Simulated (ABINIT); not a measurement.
# How the form of the self-energy moves the gap of AlN (F-43m), part 2 of 2

How much does the gap of AlN (F-43m) depend on the approximation to the self-energy?

ABINIT 10.8.3; PBE and many-body steps on it, plane waves. Known limits of the many-body steps: not at the basis limit.

So far. Step 5 (G0W0, Hybertsen-Louie plasmon pole): Against G0W0 in ABINIT (6×6×6 mesh, 90 bands, screening to 228.6 eV, Godby-Needs plasmon pole), the gap moves by +0.250 eV. Step 6 (G0W0, von der Linden-Horsch plasmon pole): Against G0W0 in ABINIT (6×6×6 mesh, 90 bands, screening to 228.6 eV, Godby-Needs plasmon pole), the gap moves by −0.011 eV.

**7. G0W0, Engel-Farid plasmon pole**

Level of this step: G0W0 on PBE, plane waves, norm-conserving pseudopotentials (ABINIT).

File run.abi:

```
acell 3*1.0 Angstrom
rprim 
  -0.000000000000 2.183993559600 2.183993559600
  2.183993559600 -0.000000000000 2.183993559600
  2.183993559600 2.183993559600 -0.000000000000
ntypat 2
znucl 13 7
natom 2
typat 1 2
xred 
  0.000000000000 0.000000000000 0.000000000000
  0.750000000000 0.750000000000 0.750000000000
pp_dirpath "pseudos"
pseudos "Al.upf, N.upf"
ecut 36
ngkpt 6 6 6
nshiftk 1
shiftk 0 0 0
kptopt 1
chksymbreak 0
istwfk *1
occopt 1
irdwfk 1
optdriver 4
nband 90
gwcalctyp 0
ecutsigx 36
symsigma 1
nkptgw 2
kptgw 
  0.0000000000 0.0000000000 0.0000000000
  0.5000000000 0.5000000000 0.0000000000
bdgw 
  2 8
  3 6
ecuteps 8.4
irdscr 1
ppmodel 4
indata_prefix "in"
outdata_prefix "out"
tmpdata_prefix "tmp"
```

On the command line:

```sh
> OMP_NUM_THREADS=1 mpirun -n 4 abinit run.abi > log
```

The log of the run:

```text
.Version 10.8.3 of ABINIT. v10.8.2 released Aug 2026.

 Symmetries : space group F-4 3 m (#216); Bravais cF (face-center cubic)
[... echo of the input left out ...]
== DATASET  1 ==================================================================
-   mpi_nproc: 4, omp_nthreads: 1 (-1 if OMP is not activated)

--- !DatasetInfo
iteration_state: {dtset: 1, }
dimensions: {natom: 2, nkpt: 16, mband: 90, nsppol: 1, nspinor: 1, nspden: 1, mpw: 1464, }
cutoff_energies: {ecut:  36.0, pawecutdg:  -1.0, }
[...]
Band     E0 <VxcDFT>   SigX SigC(E0)      Z dSigC/dE  Sig(E)    E-E0       E
[...]
5   8.483  -9.206  -5.016  -3.959   0.846  -0.182  -9.011   0.195   8.678
        6  13.810  -9.461  -4.383  -4.541   0.848  -0.180  -9.006   0.455  14.265

== END DATASET(S) ==============================================================
================================================================================

 -outvars: echo values of variables after computation  --------
           etotal      0.0000000000E+00
            nband          90
             nkpt          16
          spgroup         216
 [... the other variables as echoed above ...]

 Calculation completed.
```

Wall time 5.3 s (4 MPI ranks of Arm Neoverse V1, shared host); peak memory 0.51 GiB.

This step gave:

```
G0W0 gap on the points computed              : 4.661 eV
starting gap on the mesh                     : 3.325 eV
k of the valence top                         : 0, 0, 0
k of the conduction bottom                   : 0.5, 0.5, 0
least direct G0W0 gap on the computed points : 5.691 eV
```

Against G0W0 in ABINIT (6×6×6 mesh, 90 bands, screening to 228.6 eV, Godby-Needs plasmon pole), the gap moves by +0.157 eV.

**8. One-shot Hartree-Fock**

This step: one-shot Hartree-Fock on PBE, plane waves, norm-conserving pseudopotentials.

run.abi, as its differences from that of step 7:

```diff
@@ -24,4 +24,4 @@
 optdriver 4
-nband 90
-gwcalctyp 0
+nband 8
+gwcalctyp 5
 ecutsigx 36
@@ -35,5 +35,4 @@
   3 6
-ecuteps 8.4
-irdscr 1
-ppmodel 4
+ixc_sigma 40
+fftgw 31
 indata_prefix "in"
```

The log of the run:

```text
.Version 10.8.3 of ABINIT. v10.8.2 released Aug 2026.

 Symmetries : space group F-4 3 m (#216); Bravais cF (face-center cubic)
[... echo of the input left out ...]
== DATASET  1 ==================================================================
-   mpi_nproc: 4, omp_nthreads: 1 (-1 if OMP is not activated)

--- !DatasetInfo
iteration_state: {dtset: 1, }
dimensions: {natom: 2, nkpt: 16, mband: 8, nsppol: 1, nspinor: 1, nspden: 1, mpw: 1464, }
cutoff_energies: {ecut:  36.0, pawecutdg:  -1.0, }
[...]
Band     E0 <VxcDFT>   SigX SigC(E0)      Z dSigC/dE  Sig(E)    E-E0       E
[...]
5   8.483  -9.206  -5.016   0.000   1.000   0.000  -5.016   4.189  12.673
        6  13.810  -9.461  -4.383   0.000   1.000   0.000  -4.383   5.078  18.888

== END DATASET(S) ==============================================================
================================================================================

 -outvars: echo values of variables after computation  --------
           etotal      0.0000000000E+00
            nband           8
             nkpt          16
          spgroup         216
 [... the other variables as echoed above ...]

 Calculation completed.
```

Run time: 2.2 s. Hardware: 4 MPI ranks; peak memory 0.11 GiB; 8.5 s of CPU time.

This step gave:

- quasiparticle gap on the points computed: 11.55 eV
- starting gap on the mesh: 3.325 eV
- k of the valence top: 0, 0, 0
- k of the conduction bottom: 0.5, 0.5, 0
- least direct quasiparticle gap on the computed points: 12.70 eV

Against G0W0 in ABINIT (6×6×6 mesh, 90 bands, screening to 228.6 eV, Godby-Needs plasmon pole), the gap moves by +7.047 eV.

**9. Screening, 6×6×6 mesh, 90 bands, screening to 228.6 eV**

This step: RPA screening on PBE, plane waves, norm-conserving pseudopotentials.

run.abi, as its differences from that of step 8:

```diff
@@ -23,16 +23,13 @@
 irdwfk 1
-optdriver 4
-nband 8
-gwcalctyp 5
-ecutsigx 36
-symsigma 1
-nkptgw 2
-kptgw 
-  0.0000000000 0.0000000000 0.0000000000
-  0.5000000000 0.5000000000 0.0000000000
-bdgw 
-  2 8
-  3 6
-ixc_sigma 40
-fftgw 31
+optdriver 3
+nband 90
+ecuteps 8.4
+inclvkb 2
+awtr 1
+symchi 1
+gwcalctyp 2
+nfreqre 16
+freqremax 40 eV
+nfreqim 8
+spmeth 0
 indata_prefix "in"
```

The log of the run:

```text
.Version 10.8.3 of ABINIT. v10.8.2 released Aug 2026.

 Symmetries : space group F-4 3 m (#216); Bravais cF (face-center cubic)
[... echo of the input left out ...]
== DATASET  1 ==================================================================
-   mpi_nproc: 4, omp_nthreads: 1 (-1 if OMP is not activated)

--- !DatasetInfo
iteration_state: {dtset: 1, }
dimensions: {natom: 2, nkpt: 16, mband: 90, nsppol: 1, nspinor: 1, nspden: 1, mpw: 1464, }
cutoff_energies: {ecut:  36.0, pawecutdg:  -1.0, }
electrons: {nelect:   8.00000000E+00, charge:   0.00000000E+00, occopt:   1.00000000E+00, tsmear:   1.00000000E-02, }

 SCREENING: Calculation of the susceptibility and dielectric matrices

 Based on a program developped by R.W. Godby, V. Olevano, G. Onida, and L. Reining.
 Incorporated in ABINIT by V. Olevano, G.-M. Rignanese, and M. Torrent.
.Using double precision arithmetic ; gwpc =  8

[... cell and pseudopotentials left out ...]
--------------------------------------------------------------------------------

 ==== K-mesh for the wavefunctions ====
 Number of points in the irreducible wedge :    16
[... list of points left out ...]
 Together with 24 symmetry operations and time-reversal symmetry
 yields   216 points in the full Brillouin Zone.

 ==== Q-mesh for the screening function ====
 Number of points in the irreducible wedge :    16
[... list of points left out ...]
 Together with 24 symmetry operations and time-reversal symmetry
 yields   216 points in the full Brillouin Zone.

 setmesh: FFT mesh size selected  =    24x   24x   24
          total number of points  =        13824

 vcoul_init : cutoff-mode = AUXILIARY_FUNCTION
 q-points for optical limit:   1
     1)      0.000010    0.000020    0.000030

- screening: taking advantage of time-reversal symmetry
- Maximum band index for partially occupied states nbvw = 4
- Remaining bands to be divided among processors   nbcw = 86
- Number of bands treated by each node ~21

 Number of electrons calculated from density =    8.0000; Expected =    8.0000
 average of density, n =  0.056900
 r_s =    1.6129
 omega_plasma =   23.0097 [eV]

 calculating chi0 at frequencies [eV] :
  1    0.000000E+00    0.000000E+00
  2    2.666667E+00    0.000000E+00
  3    5.333333E+00    0.000000E+00
[...]
23    0.000000E+00    5.860161E+01
 24    0.000000E+00    8.251170E+01

--------------------------------------------------------------------------------
  q-point number  1        q = ( 0.000000, 0.000000, 0.000000) [r.l.u.]
--------------------------------------------------------------------------------
[... chi0 elements left out ...]
  [... further frequencies ...]

 No. of calculated frequencies >  15, stop printing
 For q-point:  0.000010 0.000020 0.000030
  dielectric constant =   4.3476
  dielectric constant without local fields =   4.7910

  Average fulfillment of the sum rule on Im[epsilon] for q-point    1 :     87.09  [%]
[... wings left out ...]
  q-point number  2        q = ( 0.166667, 0.000000, 0.000000) [r.l.u.]
--------------------------------------------------------------------------------
[... chi0 elements left out ...]
  [... further frequencies ...]

 No. of calculated frequencies >  15, stop printing
  Average fulfillment of the sum rule on Im[epsilon] for q-point    2 :     94.92  [%]

 [... 14 further q-points ...]
```

The job ended after 3.3 min (4 MPI ranks; peak memory 0.74 GiB; 13 min of CPU time).

Numbers from this step:

```yaml
eps_infinity_with_local_fields_on_this_mesh_along_the_program_s_q_direction: 4.348
the_same_without_local_fields: 4.791
plasma_frequency: 23.01 eV
plane_waves_in_the_screening_matrix: 169
```

**10. G0W0, contour deformation**

This step: G0W0 on PBE, plane waves, norm-conserving pseudopotentials.

run.abi, as its differences from that of step 9:

```diff
@@ -23,13 +23,16 @@
 irdwfk 1
-optdriver 3
+optdriver 4
 nband 90
+gwcalctyp 2
+ecutsigx 36
+symsigma 1
+nkptgw 2
+kptgw 
+  0.0000000000 0.0000000000 0.0000000000
+  0.5000000000 0.5000000000 0.0000000000
+bdgw 
+  2 8
+  3 6
 ecuteps 8.4
-inclvkb 2
-awtr 1
-symchi 1
-gwcalctyp 2
-nfreqre 16
-freqremax 40 eV
-nfreqim 8
-spmeth 0
+irdscr 1
 indata_prefix "in"
```

The log of the run:

```text
.Version 10.8.3 of ABINIT. v10.8.2 released Aug 2026.

 Symmetries : space group F-4 3 m (#216); Bravais cF (face-center cubic)
[... echo of the input left out ...]
== DATASET  1 ==================================================================
-   mpi_nproc: 4, omp_nthreads: 1 (-1 if OMP is not activated)

--- !DatasetInfo
iteration_state: {dtset: 1, }
dimensions: {natom: 2, nkpt: 16, mband: 90, nsppol: 1, nspinor: 1, nspden: 1, mpw: 1464, }
cutoff_energies: {ecut:  36.0, pawecutdg:  -1.0, }
[...]
Band     E0 <VxcDFT>   SigX SigC(E0)      Z dSigC/dE  Sig(E)    E-E0       E
[...]
6  13.810  -9.461  -4.383  -4.353   0.829  -0.207  -8.860   0.600  14.411
        6   0.000   0.000   0.000  -0.000   0.000   0.000  -0.000  -0.000  -0.000

== END DATASET(S) ==============================================================
================================================================================

 -outvars: echo values of variables after computation  --------
           etotal      0.0000000000E+00
            nband          90
             nkpt          16
          spgroup         216
 [... the other variables as echoed above ...]

 Calculation completed.
```

Elapsed: 7 s, on 4 MPI ranks; peak memory 0.97 GiB; 28 s of CPU time.

Numbers from this step:

```yaml
g0w0_gap_on_the_points_computed: 4.566 eV
starting_gap_on_the_mesh: 3.325 eV
k_of_the_valence_top: 0, 0, 0
k_of_the_conduction_bottom: 0.5, 0.5, 0
least_direct_g0w0_gap_on_the_computed_points: 5.629 eV
```

Against G0W0 in ABINIT (6×6×6 mesh, 90 bands, screening to 228.6 eV, Godby-Needs plasmon pole), the gap moves by +0.062 eV.

**11. Screening, 6×6×6 mesh, 90 bands, screening to 228.6 eV**

This step: RPA screening on PBE, plane waves, norm-conserving pseudopotentials.

run.abi, as its differences from that of step 10:

```diff
@@ -23,16 +23,11 @@
 irdwfk 1
-optdriver 4
+optdriver 3
 nband 90
-gwcalctyp 2
-ecutsigx 36
-symsigma 1
-nkptgw 2
-kptgw 
-  0.0000000000 0.0000000000 0.0000000000
-  0.5000000000 0.5000000000 0.0000000000
-bdgw 
-  2 8
-  3 6
 ecuteps 8.4
-irdscr 1
+inclvkb 2
+awtr 1
+symchi 1
+gwcalctyp 1
+nfreqre 0
+nfreqim 16
 indata_prefix "in"
```

The log of the run:

```text
.Version 10.8.3 of ABINIT. v10.8.2 released Aug 2026.

 Symmetries : space group F-4 3 m (#216); Bravais cF (face-center cubic)
[... echo of the input left out ...]
== DATASET  1 ==================================================================
-   mpi_nproc: 4, omp_nthreads: 1 (-1 if OMP is not activated)

--- !DatasetInfo
iteration_state: {dtset: 1, }
dimensions: {natom: 2, nkpt: 16, mband: 90, nsppol: 1, nspinor: 1, nspden: 1, mpw: 1464, }
cutoff_energies: {ecut:  36.0, pawecutdg:  -1.0, }
[...]
No. of calculated frequencies >  15, stop printing
 For q-point:  0.000010 0.000020 0.000030
  dielectric constant =   4.3476
  dielectric constant without local fields =   4.7910

  Average fulfillment of the sum rule on Im[epsilon] for q-point    1 :     87.09  [%]
[... wings left out ...]
  q-point number  2        q = ( 0.166667, 0.000000, 0.000000) [r.l.u.]
--------------------------------------------------------------------------------
[... chi0 elements left out ...]
  [... further frequencies ...]

 No. of calculated frequencies >  15, stop printing
  Average fulfillment of the sum rule on Im[epsilon] for q-point    2 :     94.92  [%]

 [... 14 further q-points ...]
```

Elapsed: 1.8 min, on 4 MPI ranks; peak memory 0.73 GiB; 7.4 min of CPU time.

This step gave:

| Item | Value |
| --- | --- |
| ε∞ with local fields, on this mesh, along the program's q direction | 4.348 |
| the same without local fields | 4.791 |
| plasma frequency | 23.01 eV |
| plane waves in the screening matrix | 169 |

**12. G0W0, analytic continuation**

This step: G0W0 on PBE, plane waves, norm-conserving pseudopotentials.

run.abi, as its differences from that of step 11:

```diff
@@ -23,11 +23,18 @@
 irdwfk 1
-optdriver 3
+optdriver 4
 nband 90
+gwcalctyp 1
+ecutsigx 36
+symsigma 1
+nkptgw 2
+kptgw 
+  0.0000000000 0.0000000000 0.0000000000
+  0.5000000000 0.5000000000 0.0000000000
+bdgw 
+  2 8
+  3 6
 ecuteps 8.4
-inclvkb 2
-awtr 1
-symchi 1
-gwcalctyp 1
-nfreqre 0
-nfreqim 16
+irdscr 1
+nomegasi 12
+omegasimax 25 eV
 indata_prefix "in"
```

The log of the run:

```text
.Version 10.8.3 of ABINIT. v10.8.2 released Aug 2026.

 Symmetries : space group F-4 3 m (#216); Bravais cF (face-center cubic)
[... echo of the input left out ...]
== DATASET  1 ==================================================================
-   mpi_nproc: 4, omp_nthreads: 1 (-1 if OMP is not activated)

--- !DatasetInfo
iteration_state: {dtset: 1, }
dimensions: {natom: 2, nkpt: 16, mband: 90, nsppol: 1, nspinor: 1, nspden: 1, mpw: 1464, }
cutoff_energies: {ecut:  36.0, pawecutdg:  -1.0, }
[...]
Band     E0 <VxcDFT>   SigX SigC(E0)      Z dSigC/dE  Sig(E)    E-E0       E
[...]
6   6.989  -9.461  -4.383  -4.326   0.853  -0.173  -8.821   0.639   7.628
        6   0.000   0.000   0.000  -0.046  -0.012  -0.017  -0.049  -0.049  -0.049

== END DATASET(S) ==============================================================
================================================================================

 -outvars: echo values of variables after computation  --------
           etotal      0.0000000000E+00
            nband          90
             nkpt          16
          spgroup         216
 [... the other variables as echoed above ...]

 Calculation completed.
```

Run time: 8.5 s. Hardware: 4 MPI ranks; peak memory 0.89 GiB.

This step gave:

```
G0W0 gap on the points computed              : 4.606 eV
starting gap on the mesh                     : 3.325 eV
k of the valence top                         : 0, 0, 0
k of the conduction bottom                   : 0.5, 0.5, 0
least direct G0W0 gap on the computed points : 5.656 eV
```

Against G0W0 in ABINIT (6×6×6 mesh, 90 bands, screening to 228.6 eV, Godby-Needs plasmon pole), the gap moves by +0.102 eV.

**13. Side by side**

Times are wall times on 4 MPI ranks of Arm Neoverse V1, shared host, good to a factor of about two. A run's time includes the screening step that it read.

```
                                     run   mesh  bands  screening cutoff (eV)  DFT gap (eV)  gap on the mesh (eV)  direct (eV)  ε∞ used     time
          G0W0, Godby-Needs plasmon pole  6×6×6     90                  228.6         3.325                 4.504        5.578     4.35     49 s
      G0W0, Hybertsen-Louie plasmon pole  6×6×6     90                  228.6         3.325                 4.754        5.699     4.35     49 s
G0W0, von der Linden-Horsch plasmon pole  6×6×6     90                  228.6         3.325                 4.493        5.673     4.35     44 s
          G0W0, Engel-Farid plasmon pole  6×6×6     90                  228.6         3.325                 4.661        5.691     4.35     44 s
                   one-shot Hartree-Fock  6×6×6      -                      -         3.325                11.551       12.704        -    2.2 s
               G0W0, contour deformation  6×6×6     90                  228.6         3.325                 4.566        5.629     4.35  3.4 min
             G0W0, analytic continuation  6×6×6     90                  228.6         3.325                 4.606        5.656     4.35    2 min
```

**14. What came out**

| Item | Value |
| --- | --- |
| G0W0, Godby-Needs plasmon pole | 4.504 eV |
| G0W0, Hybertsen-Louie plasmon pole | 4.754 eV |
| G0W0, von der Linden-Horsch plasmon pole | 4.493 eV |
| G0W0, Engel-Farid plasmon pole | 4.661 eV |
| one-shot Hartree-Fock | 11.551 eV |
| G0W0, contour deformation | 4.566 eV |
| G0W0, analytic continuation | 4.606 eV |
| known limits | not at the basis limit |

What this shows: G0W0, Hybertsen-Louie plasmon pole: +0.250 eV against G0W0, Godby-Needs plasmon pole. G0W0, von der Linden-Horsch plasmon pole: −0.011 eV against G0W0, Godby-Needs plasmon pole. G0W0, Engel-Farid plasmon pole: +0.157 eV against G0W0, Godby-Needs plasmon pole. One-shot Hartree-Fock: +7.047 eV against G0W0, Godby-Needs plasmon pole. G0W0, contour deformation: +0.062 eV against G0W0, Godby-Needs plasmon pole. G0W0, analytic continuation: +0.102 eV against G0W0, Godby-Needs plasmon pole. Bare exchange alone opens the gap to 11.55 eV; against G0W0, correlation takes back 7.05 eV. Bands and cutoff are finite, so the gap is not at the basis limit. The miss can reach some tenths of an eV and take either sign; the mesh is an error of its own. In the G0W0 runs levels were corrected at 2 k points alone, so a gap called «on the mesh» is the least over those, and an edge elsewhere would be missed.

[Paths, hosts, dates, memory and timing lines, banners, echoed tables and standing remarks are left out of the program output.]

[Logs are printed without paths, hosts, clocks, repeated set-up lines and the standing remarks that a program may print on its own settings, such as how far it seeks lower states.]

[Runs of the session that timed out or met a known fault of the program may be left out.]

[Hosts, paths, dates, database ids (printed as entryN), source tags and the programs' standing remarks are cut or masked in the printed files.]

[G0W0 gaps are taken among the corrected bands and points alone; a level outside them can change the order at an edge.]

[Where Ansatz stands beside ABINIT at settings called matched, ABINIT's density can come from a denser mesh and the files from another edition; pairs whose starting gaps differed by over 0.03 eV were left out, so agreement reads better than it is.]
